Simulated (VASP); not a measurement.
# CdTe (F-43m) in VASP: notebook

The runs below take CdTe through single point, with LDA.

Everything below comes from runs of VASP 6.6.1. Logs are shortened: lines on timing, memory, paths and dates and some standing lists are left out, and cuts for length are marked.

**Experimental background.**

From a printed reference work, data compilation, for a bulk crystal of CdTe at 0 K: band gap 1.607 eV.

The results are compared with them further down.

**1. The cell of the first run**

It takes space group F-43m (No. 216, cubic). The conventional cell has a = 6.234 Å, b = 6.234 Å, c = 6.234 Å, α = 90.00°, β = 90.00°, γ = 90.00°. Cd (site symmetry -43m) has 4 Te at 2.70 Å within 3.6 Å. Te (site symmetry -43m) has 4 Cd at 2.70 Å within 3.6 Å.

**2. Single point, LDA**

The input, INCAR:

```
SYSTEM = CdTe
PREC = Accurate
ENCUT = 520
EDIFF = 1E-6
ISMEAR = 0
SIGMA = 0.01
LREAL = .FALSE.
LASPH = .TRUE.
NELM = 100
ALGO = Normal
ISIF = 2
LWAVE = .FALSE.
LCHARG = .TRUE.
GGA = CA
LELF = .TRUE.
LVHAR = .TRUE.
NBANDS = 16
```

The input, KPOINTS:

```
Automatic mesh
0
G
  6 6 6
  0 0 0
```

The input, POSCAR:

```
CdTe
1.0
    0.0000000000      3.1171471880      3.1171471880
    3.1171471880      0.0000000000      3.1171471880
    3.1171471880      3.1171471880      0.0000000000
Cd Te
1 1
Direct
    0.0000000000      0.0000000000      0.0000000000
    0.2500000000      0.2500000000      0.2500000000
```

Potentials or basis: VASP PAW LDA potentials, release 64 (Cd, Te).

On the command line:

```sh
$ cat potpaw_LDA.64/Cd/POTCAR potpaw_LDA.64/Te/POTCAR > POTCAR
$ mpirun -np 1 vasp_std > vasp.out
```

OUTCAR:

```text
SYSTEM = CdTe
   PREC = Accurate
   ENCUT = 520
   EDIFF = 1E-6
   ISMEAR = 0
   LREAL = .FALSE.
   LASPH = .TRUE.
   NELM = 100
   ISIF = 2
   GGA = CA

 ion  position               nearest neighbor table
   1  0.000  0.000  0.000-   2 2.70   2 2.70   2 2.70   2 2.70
   2  0.250  0.250  0.250-   1 2.70   1 2.70   1 2.70   1 2.70

  LATTYP: Found a face centered cubic cell.
 ALAT       =     6.2342943760

  Lattice vectors:

 A1 = (   0.0000000000,   3.1171471880,   3.1171471880)
 A2 = (   3.1171471880,   0.0000000000,   3.1171471880)
 A3 = (   3.1171471880,   3.1171471880,   0.0000000000)

Analysis of symmetry for initial positions (statically):
=====================================================================
 Subroutine PRICEL returns:
 Original cell was already a primitive cell.

 Routine SETGRP: Setting up the symmetry group for a
 face centered cubic supercell.

 Subroutine GETGRP returns: Found 24 space group operations
 (whereof 24 operations were pure point group operations)
 out of a pool of 48 trial point group operations.

The static configuration has the point symmetry T_d .

Analysis of symmetry for dynamics (positions and initial velocities):
=====================================================================
 Subroutine PRICEL returns:
 Original cell was already a primitive cell.

 Routine SETGRP: Setting up the symmetry group for a
 face centered cubic supercell.

 Subroutine GETGRP returns: Found 24 space group operations
 (whereof 24 operations were pure point group operations)
 out of a pool of 48 trial point group operations.

The dynamic configuration has the point symmetry T_d .

 Subroutine INISYM returns: Found 24 space group operations
 (whereof 24 operations are pure point group operations),
 and found     1 'primitive' translations

----------------------------------------------------------------------------------------

                                     Primitive cell

  volume of cell :      60.5762

  direct lattice vectors                    reciprocal lattice vectors
     0.000000000  3.117147188  3.117147188    -0.160403077  0.160403077  0.160403077
     3.117147188  0.000000000  3.117147188     0.160403077 -0.160403077  0.160403077
     3.117147188  3.117147188  0.000000000     0.160403077  0.160403077 -0.160403077

  length of vectors
     4.408311829  4.408311829  4.408311829     0.277826279  0.277826279  0.277826279

  position of ions in fractional coordinates (direct lattice)
     0.000000000  0.000000000  0.000000000
     0.250000000  0.250000000  0.250000000

  ion indices of the primitive-cell ions
   primitive index   ion index
                 1           1
                 2           2

----------------------------------------------------------------------------------------

 KPOINTS: Automatic mesh

Automatic generation of k-mesh.
 Grid dimensions read from file:
 generate k-points for:    6    6    6

 Generating k-lattice:

  Cartesian coordinates                     Fractional coordinates (reciprocal lattice)
    -0.026733846  0.026733846  0.026733846     0.166666667  0.000000000  0.000000000
     0.026733846 -0.026733846  0.026733846     0.000000000  0.166666667  0.000000000
     0.026733846  0.026733846 -0.026733846     0.000000000  0.000000000  0.166666667

  Length of vectors
     0.046304380  0.046304380  0.046304380

  Shift w.r.t. Gamma in fractional coordinates (k-lattice)
     0.000000000  0.000000000  0.000000000

 Subroutine IBZKPT returns following result:
 ===========================================

 Found     16 irreducible k-points:

 Following reciprocal coordinates:
            Coordinates               Weight
  0.000000  0.000000  0.000000      1.000000
  0.166667  0.000000  0.000000      8.000000
  0.333333  0.000000  0.000000      8.000000
  0.500000  0.000000  0.000000      4.000000
  0.166667  0.166667  0.000000      6.000000
  0.333333  0.166667  0.000000     24.000000
[... 8 lines left out ...]
 -0.333333  0.333333  0.166667     24.000000
 -0.333333  0.500000  0.166667     12.000000
   k-points           NKPTS =     16   k-points in BZ     NKDIM =     16   number of bands    NBANDS=     16
   number of dos      NEDOS =    301   number of ions     NIONS =      2
   total plane-waves  NPLWV =  46656
   dimension x,y,z NGX =    36 NGY =   36 NGZ =   36
   dimension x,y,z NGXF=    72 NGYF=   72 NGZF=   72
   ions per type =               1   1
   NGX,Y,Z   is equivalent  to a cutoff of  13.58, 13.58, 13.58 a.u.
   NGXF,Y,Z  is equivalent  to a cutoff of  27.15, 27.15, 27.15 a.u.
 SYSTEM =  CdTe
   PREC   = accura    normal or accurate (medium, high low for compatibility)
   ISTART =      0    job   : 0-new  1-cont  2-samecut
   ICHARG =      2    charge: 1-file 2-atom 10-const
   ISPIN  =      1    spin polarized calculation?
   LNONCOLLINEAR =      F non collinear calculations
   LSORBIT =      F    spin-orbit coupling
   LASPH  =      T    aspherical Exc in radial PAW
   ENCUT  =  520.0 eV  38.22 Ry    6.18 a.u.   8.20  8.20  8.20*2*pi/ulx,y,z
   NELM   =    100;   NELMIN=  2; NELMDL= -5     # of ELM steps
   EDIFF  = 0.1E-05   stopping-criterion for ELM
   LREAL  =      F    real-space projection
   EDIFFG = 0.1E-04   stopping-criterion for IOM
   NSW    =      0    number of steps for IOM
   IBRION =     -1    ionic relax: 0-MD 1-quasi-New 2-CG
   NFREE  =      0    steps in history (QN), initial steepest desc. (CG)
   ISIF   =      2    stress and relaxation
   ISYM   =      2    0-nonsym 1-usesym 2-fastsym
   POTIM  = 0.5000    time-step for ionic-motion
   TEBEG  =    0.0;   TEEND  =   0.0 temperature during run
   PSTRESS=    0.0 pullay stress
   NELECT =      18.0000    total number of electrons
   NUPDOWN=      -1.0000    fix difference up-down
   EMIN   =  10.00;   EMAX   =-10.00  energy-range for DOS
   EFERMI =   0.00;   METHOD = LEGACY
   ISMEAR =     0;   SIGMA  =   0.01  broadening in eV -4-tet -1-fermi 0-gaus
   EFERMI_NEDOS =   21; number of points for ismear=-14 and -15
   IALGO  =     38    algorithm
   IMIX   =      4    mixing-type and parameters
     AMIX     =   0.40;   BMIX     =  1.00
     AMIX_MAG =   1.60;   BMIX_MAG =  1.00
  volume/ion in A,a.u.               =      30.29       204.39
  Fermi-wavevector in a.u.,A,eV,Ry     =   1.092442  2.064416 16.237592  1.193429
  Thomas-Fermi vector in A             =   2.228707
   LORBIT       =      0    0 simple, 1 ext, 2 COOP (PROOUT), +10 PAW based schemes
   GGA     = CA    functional components
   LHFCALC =     F    Hartree Fock is set to
   AEXX    =    0.0000 exact exchange contribution
   IVDW    =     0    specifies the selected vdW correction
   LEPSILON=     F    determine dielectric tensor
   LRPA    =     F    only Hartree local field effects (RPA)
 non-spin polarized calculation
 Gauss-broadening in eV      SIGMA  =   0.01
  energy-cutoff  :      520.00
  volume of cell :       60.58
 maximum number of plane-waves:      1660
 NGX is ok and might be reduce to    36
   NGX = 17   NGY = 17   NGZ = 17

 number of electron      18.0000002 magnetization

 Free energy of the ion-electron system (eV)
  ---------------------------------------------------
  ext. energy  EPLUGINS =         0.00000000
  ---------------------------------------------------
  free energy    TOTEN  =        -5.96241653 eV

  energy without entropy =       -5.96241653  energy(sigma->0) =       -5.96241653

 E-fermi :   3.3759     XC(G=0):  -9.4554

 val. band max:        3.3193706550   @ k =   0.0000   0.0000   0.0000
 cond. band min:       4.2329210352   @ k =   0.0000   0.0000   0.0000
 fundamental gap:      0.9135503803
 Fermi energy:         3.3759097752

 k-point     1 :       0.0000    0.0000    0.0000
  band No.  band energies     occupation
      1      -8.6628      2.00000
      2      -5.4626      2.00000
      3      -5.4626      2.00000
      4      -5.4626      2.00000
      5      -5.1020      2.00000
      6      -5.1020      2.00000
[... 8 lines left out ...]
     15      12.8503      0.00000
     16      12.8503      0.00000

 k-point     2 :       0.1667    0.0000    0.0000
  band No.  band energies     occupation
      1      -8.5324      2.00000
      2      -5.4367      2.00000
      3      -5.4367      2.00000
      4      -5.3721      2.00000
      5      -5.1044      2.00000
      6      -5.1044      2.00000
[... 8 lines left out ...]
     15      11.7612      0.00000
     16      11.7612      0.00000

 k-point     3 :       0.3333    0.0000    0.0000
  band No.  band energies     occupation
      1      -8.2689      2.00000
      2      -5.3924      2.00000
      3      -5.3924      2.00000
      4      -5.0993      2.00000
      5      -5.0993      2.00000
      6      -5.0239      2.00000
[... 8 lines left out ...]
     15      12.2453      0.00000
     16      12.2453      0.00000

 k-point     4 :       0.5000    0.0000    0.0000
  band No.  band energies     occupation
      1      -8.1395      2.00000
      2      -5.3756      2.00000
      3      -5.3756      2.00000
      4      -5.0902      2.00000
      5      -5.0902      2.00000
      6      -4.6525      2.00000
[... 8 lines left out ...]
     15      13.7971      0.00000
     16      13.7971      0.00000
[... 172 lines left out ...]
 k-point    14 :       0.5000    0.3333    0.1667
  band No.  band energies     occupation
      1      -8.1025      2.00000
      2      -5.3303      2.00000
      3      -5.3231      2.00000
      4      -5.1703      2.00000
      5      -5.0866      2.00000
      6      -4.7294      2.00000
[... 8 lines left out ...]
     15      13.8482      0.00000
     16      14.9981      0.00000

 k-point    15 :      -0.3333    0.3333    0.1667
  band No.  band energies     occupation
      1      -8.0218      2.00000
      2      -5.3229      2.00000
      3      -5.3005      2.00000
      4      -5.1401      2.00000
      5      -5.1020      2.00000
      6      -4.4442      2.00000
[... 8 lines left out ...]
     15      14.0210      0.00000
     16      14.8483      0.00000

 k-point    16 :      -0.3333    0.5000    0.1667
  band No.  band energies     occupation
      1      -7.9826      2.00000
      2      -5.2919      2.00000
      3      -5.2752      2.00000
      4      -5.1729      2.00000
      5      -5.0878      2.00000
      6      -4.3741      2.00000
[... 8 lines left out ...]
     15      14.7473      0.00000
     16      14.9771      0.00000

------------------------ aborting loop because EDIFF is reached ----------------------------------------

  FORCE on cell =-STRESS in cart. coord.  units (eV):
  Direction    XX          YY          ZZ          XY          YZ          ZX
  --------------------------------------------------------------------------------------
  -------------------------------------------------------------------------------------
  Total        1.9183598      1.9183598      1.9183598     -0.0000000      0.0000000      0.0000000
  in kB       50.7386274     50.7386274     50.7386274     -0.0000000      0.0000000      0.0000000
  external PRESSURE =      50.7386274 kB  Pullay stress =       0.0000000 kB

 VOLUME and BASIS-vectors are now :
 -----------------------------------------------------------------------------
  energy-cutoff  :      520.00
  volume of cell :       60.58
      direct lattice vectors                 reciprocal lattice vectors
     0.000000000  3.117147188  3.117147188    -0.160403077  0.160403077  0.160403077
     3.117147188  0.000000000  3.117147188     0.160403077 -0.160403077  0.160403077
     3.117147188  3.117147188  0.000000000     0.160403077  0.160403077 -0.160403077

 POSITION                                       TOTAL-FORCE (eV/Angst)
 -----------------------------------------------------------------------------------
      0.00000      0.00000      0.00000         0.000000     -0.000000      0.000000
      1.55857      1.55857      1.55857        -0.000000      0.000000     -0.000000
 -----------------------------------------------------------------------------------
    total drift:                                0.000000      0.000000      0.000000

  FREE ENERGIE OF THE ION-ELECTRON SYSTEM (eV)
  ---------------------------------------------------
  free  energy   TOTEN  =        -5.9624165259 eV

  energy  without entropy=       -5.9624165259  energy(sigma->0) =       -5.96241653
```

It took 14 s on 1 thread of Intel Xeon Platinum 8259CL at 2.50GHz (Skylake/Cascade Lake), shared host; peak memory 0.17 GiB.

What came out:

| Item | Value |
| --- | --- |
| Free energy | -5.9624 eV |
| Pressure | 5.1 GPa |
| Band gap on the k mesh | 0.91 eV, direct |

Caveat: spin-orbit coupling is left out, which moves the levels of the heavy elements.

[end of part 1 of 3]
